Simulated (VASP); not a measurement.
# CdTe (I-4m2) in VASP: further runs, part 2 of 2

VASP 6.6.1. The steps go on from the part before.

**4. Single point, PBE (strain -0.050 along x and y, +0.000 along z, atoms carried along)**

Input file INCAR:

```
SYSTEM = CdTe
PREC = Accurate
ENCUT = 520
EDIFF = 1E-7
ISMEAR = 0
SIGMA = 0.05
LREAL = .FALSE.
LASPH = .TRUE.
NELM = 100
ALGO = Normal
ISIF = 2
LWAVE = .FALSE.
LCHARG = .FALSE.
GGA = PE
NBANDS = 16
```

Input file KPOINTS:

```
regular mesh
0
G
  8 8 8
  0 0 0
```

Input file POSCAR:

```
CdTe
1.0
    0.0000000000      3.0447500000      3.2050000000
    3.0447500000      0.0000000000      3.2050000000
    3.0447500000      3.0447500000      0.0000000000
Cd Te
1 1
Direct
    0.0000000000      0.0000000000      0.0000000000
    0.7500000000      0.7500000000      0.7500000000
```

Potentials or basis: VASP PAW PBE potentials, release 64 (Cd, Te).

On the command line:

```bash
$ cat potpaw_PBE.64/Cd/POTCAR potpaw_PBE.64/Te/POTCAR > POTCAR
$ mpirun -np 1 vasp_std > vasp.out
```

OUTCAR:

```text
SYSTEM = CdTe
   PREC = Accurate
   ENCUT = 520
   EDIFF = 1E-7
   ISMEAR = 0
   LREAL = .FALSE.
   LASPH = .TRUE.
   NELM = 100
   ISIF = 2
   GGA = PE

 ion  position               nearest neighbor table
   1  0.000  0.000  0.000-   2 2.68   2 2.68   2 2.68   2 2.68
   2  0.750  0.750  0.750-   1 2.68   1 2.68   1 2.68   1 2.68

  LATTYP: Found a body centered tetragonal cell.
 ALAT       =     4.3059267440
 C/A-ratio  =     1.4886458551

  Lattice vectors:

 A1 = (  -3.0447500000,   0.0000000000,   3.2050000000)
 A2 = (   3.0447500000,   0.0000000000,   3.2050000000)
 A3 = (   0.0000000000,   3.0447500000,  -3.2050000000)

Analysis of symmetry for initial positions (statically):
=====================================================================
 Subroutine PRICEL returns:
 Original cell was already a primitive cell.

 Routine SETGRP: Setting up the symmetry group for a
 body centered tetragonal supercell.

 Subroutine GETGRP returns: Found  8 space group operations
 (whereof  8 operations were pure point group operations)
 out of a pool of 16 trial point group operations.

The static configuration has the point symmetry D_2d.

Analysis of symmetry for dynamics (positions and initial velocities):
=====================================================================
 Subroutine PRICEL returns:
 Original cell was already a primitive cell.

 Routine SETGRP: Setting up the symmetry group for a
 body centered tetragonal supercell.

 Subroutine GETGRP returns: Found  8 space group operations
 (whereof  8 operations were pure point group operations)
 out of a pool of 16 trial point group operations.

The dynamic configuration has the point symmetry D_2d.

 Subroutine INISYM returns: Found  8 space group operations
[... 107 lines left out ...]
   PSTRESS=    0.0 pullay stress
   NELECT =      18.0000    total number of electrons
   NUPDOWN=      -1.0000    fix difference up-down
   EMIN   =  10.00;   EMAX   =-10.00  energy-range for DOS
   EFERMI =   0.00;   METHOD = LEGACY
   ISMEAR =     0;   SIGMA  =   0.05  broadening in eV -4-tet -1-fermi 0-gaus
   EFERMI_NEDOS =   21; number of points for ismear=-14 and -15
   IALGO  =     38    algorithm
   IMIX   =      4    mixing-type and parameters
     AMIX     =   0.40;   BMIX     =  1.00
     AMIX_MAG =   1.60;   BMIX_MAG =  1.00
  volume/ion in A,a.u.               =      29.71       200.51
  Fermi-wavevector in a.u.,A,eV,Ry     =   1.099458  2.077674 16.446824  1.208807
  Thomas-Fermi vector in A             =   2.235853
   LORBIT       =      0    0 simple, 1 ext, 2 COOP (PROOUT), +10 PAW based schemes
   GGA     = PE    functional components
   LHFCALC =     F    Hartree Fock is set to
   AEXX    =    0.0000 exact exchange contribution
   IVDW    =     0    specifies the selected vdW correction
   LEPSILON=     F    determine dielectric tensor
   LRPA    =     F    only Hartree local field effects (RPA)
 non-spin polarized calculation
 Gauss-broadening in eV      SIGMA  =   0.05
  energy-cutoff  :      520.00
  volume of cell :       59.42
 maximum number of plane-waves:      1620
 NGX is ok and might be reduce to    36
   NGX = 17   NGY = 17   NGZ = 17

 number of electron      18.0000000 magnetization

 Free energy of the ion-electron system (eV)
  ---------------------------------------------------
  ext. energy  EPLUGINS =         0.00000000
  ---------------------------------------------------
  free energy    TOTEN  =        -4.41942008 eV

  energy without entropy =       -4.41942008  energy(sigma->0) =       -4.41942008

 E-fermi :   4.0060     XC(G=0):  -9.2040

 val. band max:        3.7638306083   @ k =   0.0000   0.0000   0.0000
 cond. band min:       4.8838426562   @ k =   0.0000   0.0000   0.0000
 fundamental gap:      1.1200120479
 Fermi energy:         4.0060413515

 k-point     1 :       0.0000    0.0000    0.0000
  band No.  band energies     occupation
      1      -8.3524      2.00000
      2      -5.1718      2.00000
      3      -5.1564      2.00000
      4      -5.1564      2.00000
      5      -4.7982      2.00000
      6      -4.7794      2.00000
[... 433 lines left out ...]
      3      -5.0571      2.00000
      4      -4.8429      2.00000
      5      -4.7749      2.00000
      6      -4.6186      2.00000
[... 8 lines left out ...]
     15      13.1201      0.00000
     16      13.8412      0.00000

 [... further k-points ...]
[... 5 lines left out ...]
  --------------------------------------------------------------------------------------
  -------------------------------------------------------------------------------------
  Total        4.2660905      4.2660905      4.0998541      0.0000000     -0.0000000      0.0000000
  in kB      115.0215834    115.0215834    110.5395456      0.0000000     -0.0000000      0.0000000
  external PRESSURE =     113.5275708 kB  Pullay stress =       0.0000000 kB

 VOLUME and BASIS-vectors are now :
 -----------------------------------------------------------------------------
  energy-cutoff  :      520.00
  volume of cell :       59.42
      direct lattice vectors                 reciprocal lattice vectors
     0.000000000  3.044750000  3.205000000    -0.164217095  0.164217095  0.156006240
     3.044750000  0.000000000  3.205000000     0.164217095 -0.164217095  0.156006240
     3.044750000  3.044750000  0.000000000     0.164217095  0.164217095 -0.156006240

 POSITION                                       TOTAL-FORCE (eV/Angst)
 -----------------------------------------------------------------------------------
      0.00000      0.00000      0.00000        -0.000000     -0.000000     -0.000000
      4.56712      4.56712      4.80750         0.000000      0.000000      0.000000
 -----------------------------------------------------------------------------------
    total drift:                               -0.000001     -0.000001      0.000001

  FREE ENERGIE OF THE ION-ELECTRON SYSTEM (eV)
  ---------------------------------------------------
  free  energy   TOTEN  =        -4.4194200829 eV

  energy  without entropy=       -4.4194200829  energy(sigma->0) =       -4.41942008
```

OSZICAR:

```text
N       E                     dE             d eps       ncg     rms          rms(c)
DAV:   1     0.104739969459E+03    0.10474E+03   -0.86583E+03  1912   0.100E+03
DAV:   2    -0.113686010287E+01   -0.10588E+03   -0.10060E+03  2232   0.244E+02
DAV:   3    -0.462082240345E+01   -0.34840E+01   -0.34792E+01  2352   0.463E+01
DAV:   4    -0.465188970823E+01   -0.31067E-01   -0.31066E-01  2816   0.382E+00
DAV:   5    -0.465206456485E+01   -0.17486E-03   -0.17486E-03  2496   0.216E-01    0.754E+00
DAV:   6    -0.443642541629E+01    0.21564E+00   -0.37232E-01  2312   0.828E+00    0.581E+00
DAV:   7    -0.441861364774E+01    0.17812E-01   -0.12960E-01  2240   0.245E+00    0.195E+00
DAV:   8    -0.441912687718E+01   -0.51323E-03   -0.14164E-02  2072   0.144E+00    0.554E-01
DAV:   9    -0.441933640088E+01   -0.20952E-03   -0.10664E-03  2408   0.371E-01    0.151E-01
DAV:  10    -0.441939273010E+01   -0.56329E-04   -0.11990E-04  2336   0.102E-01    0.561E-02
DAV:  11    -0.441941938061E+01   -0.26651E-04   -0.49224E-05  2248   0.583E-02    0.180E-02
DAV:  12    -0.441941928523E+01    0.95383E-07   -0.31511E-06  2296   0.212E-02    0.778E-03
DAV:  13    -0.441942005312E+01   -0.76789E-06   -0.26823E-06  2160   0.870E-03    0.696E-03
DAV:  14    -0.441942008290E+01   -0.29780E-07   -0.15827E-07  2176   0.384E-03
   1 F= -.44194201E+01 E0= -.44194201E+01  d E =-.709267E-14
```

stdout:

```text
POSCAR found type information on POSCAR CdTe
 POSCAR found :  2 types and       2 ions
 scaLAPACK will be used
 LDA part: xc-table for (Slater+PW92), standard interpolation
 POSCAR, INCAR and KPOINTS ok, starting setup
 FFT: planning ... GRIDC
 FFT: planning ... GRID_SOFT
 FFT: planning ... GRID
 WAVECAR not read
 entering main loop
```

It took 33 s on 1 thread of AMD EPYC 9R45 (Zen 5), shared host; peak memory 0.2 GiB.

Results:

```
Free energy            : -4.4194 eV
Pressure               : 11.4 GPa
Band gap on the k mesh : 1.12 eV, direct
```

Levels at points of the mesh, in eV from the valence-band top:
```tsv
k point	band 5	band 6	band 7	band 8	band 9	band 10	band 11	band 12	band 13	band 14
(0.00, 0.00, 0.00)	-8.56	-8.54	-0.21	0.00	0.00	1.12	4.42	4.42	4.42	7.55
(0.50, 0.00, 0.00)	-8.54	-8.08	-5.34	-1.22	-0.91	1.84	4.90	5.21	7.02	9.12
(0.50, 0.50, 0.00)	-8.51	-7.97	-5.27	-2.27	-2.27	2.38	2.79	9.28	9.76	9.76
(0.50, 0.00, 0.50)	-8.51	-7.85	-4.98	-2.58	-2.47	2.12	2.38	9.45	9.66	9.81
```

Caveat: spin-orbit coupling is left out, which moves the levels of the heavy elements.

**5. The runs side by side**

```tsv
cell	gap on the mesh (eV)	pressure (GPa)
strain +0.000 along x and y, +0.025 along z, atoms carried along	0.77	3.1
strain -0.050 along x and y, +0.025 along z, atoms carried along	0.99	9.3
strain -0.050 along x and y, +0.000 along z, atoms carried along	1.12	11.4
```

Alike in all rows: task single point; level PBE; potentials or basis VASP PAW PBE potentials, release 64 (Cd, Te); no spin polarisation; k mesh 8 × 8 × 8; cutoff (eV) 520; smearing gaussian 0.05 eV.

Caveats: spin-orbit coupling is left out, which moves the levels of the heavy elements.

Absolute energies hang on the potentials; compare differences alone.
